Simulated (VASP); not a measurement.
A run of VASP 6.6.1 is set up as follows.

The input INCAR:

```
SYSTEM = Sb
ALGO = Fast
EDIFF = 1E-6
ENCUT = 520
GGA = PS
ISIF = 2
ISMEAR = 0
LASPH = .TRUE.
LCHARG = .FALSE.
LREAL = .FALSE.
LWAVE = .FALSE.
NBANDS = 18
NELM = 100
PREC = Accurate
SIGMA = 0.1
```

Contents of KPOINTS:

```
k-points
0
G
  6 6 4
  0 0 0
```

The input POSCAR:

```
Sb
1.0
    2.1804721894     -5.9954720093      0.0000000000
    2.1804721894      5.9954720093      0.0000000000
    0.0000000000      0.0000000000      4.5176635512
Sb
4
Direct
    0.1184493086      0.8815506914      0.9648752071
    0.6184493086      0.3815506914      0.5351247929
    0.8815506914      0.1184493086      0.0351247929
    0.3815506914      0.6184493086      0.4648752071
```

Potentials or basis: VASP PAW PBE potentials, release 64 (Sb).

Command:

```bash
$ cat potpaw_PBE.64/Sb/POTCAR > POTCAR
$ mpirun -np 1 vasp_std > vasp.out
```

Problem. Predict the band gap on the k mesh.

Solution. None (metal or under the smearing width).

Problem. Predict the largest force.

Solution. 0.060 eV/Å.

Problem. Estimate the pressure.

Solution. 0.3 GPa.

Forces on the atoms (eV/Å):
```
Sb   0.000 -0.023  0.056
Sb   0.000 -0.023 -0.056
Sb   0.000  0.023 -0.056
Sb   0.000  0.023  0.056
```

Caveat: the PAW data sets were made with another functional, which shifts forces and pressure a little. Spin-orbit coupling is left out, which matters for the levels of Sb.
